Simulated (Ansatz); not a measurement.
Run this with Ansatz 0.2.0, Python API and show what comes out.

The script, `fdcheck_tepb.py`:
```python
import ansatz as az
import numpy as np

VECTORS = np.array([
    [0.0, 3.231, 3.231],
    [3.231, 0.0, 3.231],
    [3.231, 3.231, 0.0],
])
SITES = [
    ("Te", (0.50008, 0.50512, 0.49462)),
    ("Pb", (0.00773, 0.99633, 0.99801)),
]


def build(cell):
    crystal = az.Crystal(lattice=az.Lattice.of(cell))
    for symbol, position in SITES:
        crystal = crystal.atom(symbol, position)
    return crystal


def main() -> None:
    def solve(crystal):
        return (
            crystal.calculation()
            .occupations("fixed")
            .functional("pbe")
            .basis(540, xc_grid=2)
            .kpoints(4, 4, 4)
            .scf(tolerance=1e-09)
            .forces()
            .stress()
            .run(threads=1)
        ).report


    centre = solve(build(VECTORS))
    start = build(VECTORS)
    print(f"force on atom 0 along x: analytic {centre['forces_ev_ang'][0][0]:.4f} eV/A")
    for h in (0.005, 0.02):
        shift = np.eye(3)[0] * h @ np.linalg.inv(VECTORS)
        plus, minus = (solve(start.move(0, to=np.array(SITES[0][1]) + sign * shift))["lagrangian_ev"] for sign in (1, -1))
        print(f"  step {h} A: numerical {-(plus - minus) / (2 * h):.4f} eV/A")
    volume = abs(np.linalg.det(VECTORS))
    larger, smaller = (solve(build(VECTORS * (1 + sign * 0.005) ** (1 / 3)))["lagrangian_ev"] for sign in (1, -1))
    numerical = -(larger - smaller) / (0.01 * volume) * 160.21766
    print(f"pressure: analytic {np.trace(centre['stress_gpa']) / 3:.3f}, numerical {numerical:.3f} GPa")


if __name__ == "__main__":
    main()
```

```console
$ python fdcheck_tepb.py
DeckWarning: output.stress: scf.convergence.dr2_threshold = 1e-9 eV is looser than the 2e-10 eV advised for a printed stress (1e-10 eV for each atom of the cell: 2). What an SCF threshold leaves in a [...]
force on atom 0 along x: analytic 0.0030 eV/A
  step 0.005 A: numerical 0.0030 eV/A
  step 0.02 A: numerical 0.0028 eV/A
pressure: analytic 2.154, numerical 2.155 GPa
```
(Warnings from the package without file and line, shortened.)

Caveats:
- Energy and stress may still move on a finer k-point mesh.
- Pressure is positive in compression.
- Spin-orbit coupling, which matters for elements this heavy, is left out.
- The cell is a database structure, distorted on purpose.
- The central difference errs as the square of the step, so the shorter step is the fairer test; what remains comes from the finite grid and the SCF threshold.
- Hardware and time: 28 s on 1 thread of Intel(R) Xeon(R) Processor @ 2.30GHz, with other jobs on the host, peak memory 0.59 GiB.
